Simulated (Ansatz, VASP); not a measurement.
## HgTe: VASP beside Ansatz

```
Hg Te
1.0
     0.00000    3.15399    3.15399
     3.15399    0.00000    3.15399
     3.15399    3.15399    0.00000
Hg Te
1 1
Direct
  0.00000 0.00000 0.00000
  0.25000 0.25000 0.25000
```

Alike in both runs: task single point; functional PBEsol; k mesh 12 × 12 × 12; occupations gaussian, width 0.1 eV; no spin polarisation.

|  | VASP | Ansatz |
| --- | --- | --- |
| version | VASP 6.6.1 | Ansatz 0.2.0 |
| potentials or method | VASP PAW PBE potentials, release 64 (Hg, Te) | scalar-relativistic, plane waves, PAW |
| plane-wave cutoff (eV) | 520 | 420 |
| valence electrons in the cell | 18 | 36 |

```csv
,VASP,Ansatz,Ansatz less VASP
gap on the k mesh at the Fermi level (eV),none,none,-
pressure (GPa),5.2,5.1,-0.17
```

A gap of «none» marks a metal or a gap that the smearing closes. The functional is the same, so the differences come from potentials, cutoffs and numerics. The two sets of potentials don't hold the same shells in valence.

Caveats: the PAW data sets were made with another functional, which shifts forces and pressure a little (VASP). Spin-orbit coupling is left out, which matters for the levels of Hg, Te.
